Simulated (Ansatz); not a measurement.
# Ce (Ce, fcc): a series of runs

Aim: follow a series of runs on Ce (Ce, fcc) and read the state that each reaches.

Program: Ansatz 0.2.0. Level of theory: DFT, PBE, plane waves (420 eV) with PAW, scalar-relativistic. These are calculated values, not measurements.

### Step 1. The structure to begin with

Symmetry: Fm-3m, No. 225, cubic system. The conventional cell has a = 4.736 Å, b = 4.736 Å, c = 4.736 Å, α = 90.00°, β = 90.00°, γ = 90.00°. Ce (site symmetry m-3m) has 12 Ce at 3.35 Å as nearest neighbours.

Coordinates:

```xyz
1
Lattice="0.0000 2.3681 2.3681 2.3681 0.0000 2.3681 2.3681 2.3681 0.0000" Properties=species:S:1:pos:R:3 pbc="T T T"
Ce    0.0000    0.0000    0.0000
```

### Step 2. Smearing_gaussian

Contents of input.yaml:

```yaml
crystal:
  lattice:
    - [0.0, 2.3680617045, 2.3680617045]
    - [2.3680617045, 0.0, 2.3680617045]
    - [2.3680617045, 2.3680617045, 0.0]
  atoms:
    - { symbol: Ce, position: [0.0, 0.0, 0.0], spin: 1.0 }
hamiltonian:
  xc: pbe
  pseudopotentials:
    kind: paw
    azcp:
      Ce: "pseudopotentials/Ce.paw.azcp"
basis:
  ecutwfc: 420
  fft_grid_basis: typed
kpoints:
  mp_grid: { grid: [11, 11, 11], shift: [0, 0, 0] }
magnetization:
  spin_polarized: true
scf:
  occupations: { method: gaussian, width: 0.6 }
  lower_state_search: "off"
output:
  stress: true
```

The run is started by

```
ansatz run input.yaml --threads 1 --pin off --max-ram 3584MiB --backend cpu --events-out ev --progress --plain --runs-dir out
```

The log of the run, cut to the lines that bear on the results:

```text
band count auto-derived: 16, from the close of a first SCF at 11 (N_el = 12.0; filled up to band 6; 11 by the electrons, moments and atoms)
[...]
Pseudopotentials: kind: paw
Pseudopotential: Ce, paw, valence charge 12, recommended cutoff 420 eV (normal), <dir>
Functional definition: PBE
[...]
Crystal: 1 atoms, lattice volume = 26.559 Å³
Basis set: ecut = 420 eV, 531 PW (Γ)
Bands: 11, of which v1, the nominal top of the filled ones, is band 6 counted from 1 (5 counted from 0)
Symmetry: 48 space group operations
Space group: Fm-3m (ITA 225), of the structure as read, at distance tolerance 3.0e-5 Å
Magnetic group: BNS 225.116 (UNI 1618), of the structure as read, at distance tolerance 3.0e-5 Å
k-points: 56 of 1331
[...]
Starting moments: Σ|m| = 1 μB on 1 of 1 site
[...]
SCF iter   1: F=—  HF=-6579.454332 eV  |F-HF|=—  |Δ(HF+E_count)|=         —  Δρ=1.37e-1 (↑1.37e-1 ↓1.26e-1)  dr2=1.13e1  dr2_m=1.80e-1  M=0.221 μB ∫|m|=0.222 μB  β_m=0.30  ethr=3.10e-3  ⟨swp⟩=4.9  Hψ=6221  notcnv=0
[...]
spin-set hold released at iteration 10 (site moments contracting): the magnetisation degrees of freedom join the quasi-Newton model from the next iteration; the mixer history was flushed
[...]
SCF 1, on 11 bands, converged in 17 iterations: F = -6575.866780 eV; the run's SCF on all bands comes behind
The result of the SCF on 11 bands, without forces or a stress, told ahead of the SCF on all bands, whose result is the run's:
SCF converged after 17 iterations
Magnetization: -0.0003 μB (5.9999 up, 6.0001 down)
Absolute magnetization: 0.0003 μB (∫|ρ↑−ρ↓|, with the PAW one-centre terms)
Spin contamination: 0.0000 ħ² per cell (⟨S²⟩ above its minimum at these occupations)
[...]
Of that result alone: the bands leave out some 6.174e-3 electrons a cell, over the threshold 1e-3 (by scf.eigensolver.empty_state_threshold): the first level above them, at 17.3017 eV, would hold 1.186e-2 of 1 at k-index 24 (spin ↓), k = (0.0000, 0.2727, 0.2727) — in the run's first SCF, [...]
WARN, of that result alone: the starting moments were not kept: the SCF closed with an absolute magnetisation of 2.9e-4 μB, where they sum to 1 μB in size (1 site). That is at most 0.1 of that sum. Measured as dr2_m measures the in/out step, that magnetisation stands 3.9e-8 eV from none, [...]
Starting moments: Σ|m| = 1 μB on 1 of 1 site; this step starts from the density that it was given
[...]
SCF iter   8: F=-6575.867556 eV  HF=-6575.867556 eV  |F-HF|=0.00e0  |Δ(HF+E_count)|=  5.91e-11  Δρ=6.62e-8 (↑6.62e-8 ↓5.87e-8)  dr2=7.47e-14  dr2_m=9.26e-13  M=0.000 μB ∫|m|=0.000 μB  ethr=1.00e-12  ⟨swp⟩=1.0  Hψ=4118  notcnv=0
WARN: the starting moments were not kept: the SCF closed with an absolute magnetisation of 5.8e-6 μB, where they sum to 1 μB in size (1 site). That is at most 0.1 of that sum. Measured as dr2_m measures the in/out step, that magnetisation stands 1.6e-11 eV from none, at or under the [...]
SCF converged after 25 iterations (17 of them on 11 bands)
Magnetization: 0.0000 μB (6.0000 up, 6.0000 down)
Absolute magnetization: 0.0000 μB (∫|ρ↑−ρ↓|, with the PAW one-centre terms)
Spin contamination: 0.0000 ħ² per cell (⟨S²⟩ above its minimum at these occupations)
Per-site moments (μB) at R_I (Å): [(4.668968390188128e-6, 1.3814398038541027)]
Free energy (F): -6575.867556 eV
[...]
E sigma→0 (E₀):  -6575.570499 eV
Entropy (-TS):   -0.594114 eV (-594.114 meV/atom)
Fermi energy:    16.342053 eV
[...]
--- Stress (GPa, compression-positive) ---
        2.997996       0.000000       0.000000
       -0.000000       2.997996       0.000000
        0.000000      -0.000000       2.997996
  P = ⅓ Tr σ = 2.9980 GPa (29.980 kbar)
--- Band table (eV; the first three rows and the last of 112) ---
[...]
```

Caution: f shells can settle in several states; here they end without a moment, and a lower state is not ruled out.

Run time: 11 s. Hardware: 1 thread of Intel Xeon Platinum 8259CL at 2.50GHz (Skylake/Cascade Lake), shared host; peak memory 0.42 GiB.

### Step 3. Smearing_gaussian

input.yaml: that of step 2 with these lines changed.

```diff
@@ -21,3 +21,3 @@
 scf:
-  occupations: { method: gaussian, width: 0.6 }
+  occupations: { method: gaussian, width: 1.0 }
   lower_state_search: "off"
@@ -25 +25,5 @@
   stress: true
+  write_density: true
+  write_potential: true
+  elf: true
+  volumetric_format: npy
```

The run is started by

```
ansatz run input.yaml --threads 1 --pin off --max-ram 3584MiB --backend cpu --events-out ev --progress --plain --runs-dir out
```

The log of the run, cut to the lines that bear on the results:

```text
band count auto-derived: 16, from the close of a first SCF at 11 (N_el = 12.0; filled up to band 6; 11 by the electrons, moments and atoms)
[...]
Pseudopotentials: kind: paw
Pseudopotential: Ce, paw, valence charge 12, recommended cutoff 420 eV (normal), <dir>
Functional definition: PBE
[...]
Crystal: 1 atoms, lattice volume = 26.559 Å³
Basis set: ecut = 420 eV, 531 PW (Γ)
Bands: 11, of which v1, the nominal top of the filled ones, is band 6 counted from 1 (5 counted from 0)
Symmetry: 48 space group operations
Space group: Fm-3m (ITA 225), of the structure as read, at distance tolerance 3.0e-5 Å
Magnetic group: BNS 225.116 (UNI 1618), of the structure as read, at distance tolerance 3.0e-5 Å
k-points: 56 of 1331
[...]
Starting moments: Σ|m| = 1 μB on 1 of 1 site
[...]
SCF iter   1: F=—  HF=-6579.632986 eV  |F-HF|=—  |Δ(HF+E_count)|=         —  Δρ=1.36e-1 (↑1.36e-1 ↓1.25e-1)  dr2=1.12e1  dr2_m=1.75e-1  M=0.247 μB ∫|m|=0.248 μB  β_m=0.30  ethr=3.10e-3  ⟨swp⟩=4.5  Hψ=6243  notcnv=0
[...]
WARN, of that result alone: the starting moments were not kept: the SCF closed with an absolute magnetisation of 2.3e-4 μB, where they sum to 1 μB in size (1 site). That is at most 0.1 of that sum. Measured as dr2_m measures the in/out step, that magnetisation stands 1.8e-8 eV from none, [...]
SCF iter   9: F=-6576.383300 eV  HF=-6576.383300 eV  |F-HF|=1.76e-10  |Δ(HF+E_count)|=  8.19e-11  Δρ=5.77e-7 (↑5.77e-7 ↓5.11e-7)  dr2=2.16e-10  dr2_m=3.42e-13  M=0.000 μB ∫|m|=0.000 μB  ethr=2.07e-12  ⟨swp⟩=4.6  Hψ=7291  notcnv=0
WARN: the starting moments were not kept: the SCF closed with an absolute magnetisation of 9.1e-7 μB, where they sum to 1 μB in size (1 site). That is at most 0.1 of that sum. Measured as dr2_m measures the in/out step, that magnetisation stands 7.9e-14 eV from none, at or under the [...]
SCF converged after 26 iterations (17 of them on 11 bands)
Magnetization: 0.0000 μB (6.0000 up, 6.0000 down)
Absolute magnetization: 0.0000 μB (∫|ρ↑−ρ↓|, with the PAW one-centre terms)
Spin contamination: 0.0000 ħ² per cell (⟨S²⟩ above its minimum at these occupations)
Per-site moments (μB) at R_I (Å): [(4.06995772542579e-7, 1.3814398038541027)]
Free energy (F): -6576.383300 eV
[...]
E sigma→0 (E₀):  -6575.603345 eV
Entropy (-TS):   -1.559910 eV (-1559.910 meV/atom)
Fermi energy:    16.370421 eV
[...]
--- Stress (GPa, compression-positive) ---
        6.806143       0.000000       0.000000
        0.000000       6.806143      -0.000000
        0.000000       0.000000       6.806143
  P = ⅓ Tr σ = 6.8061 GPa (68.061 kbar)
--- Band table (eV; the first three rows and the last of 112) ---
[...]
```

Caution: f shells can settle in several states; here they end without a moment, and a lower state is not ruled out.

It took 12 s on 1 thread of Intel Xeon Platinum 8259CL at 2.50GHz (Skylake/Cascade Lake), shared host; peak memory 0.43 GiB.

### Step 4. Results

| step | level | volume (Å³/atom) | largest spin moment (μB) | time |
| --- | --- | --- | --- | --- |
| 2 | DFT, PBE | 26.559 | 0.00 | 11 s |
| 3 | DFT, PBE | 26.559 | 0.00 | 12 s |

Each row holds for the state that its run reached, which need not be the ground state, so the rows aren't joined into a trend here.
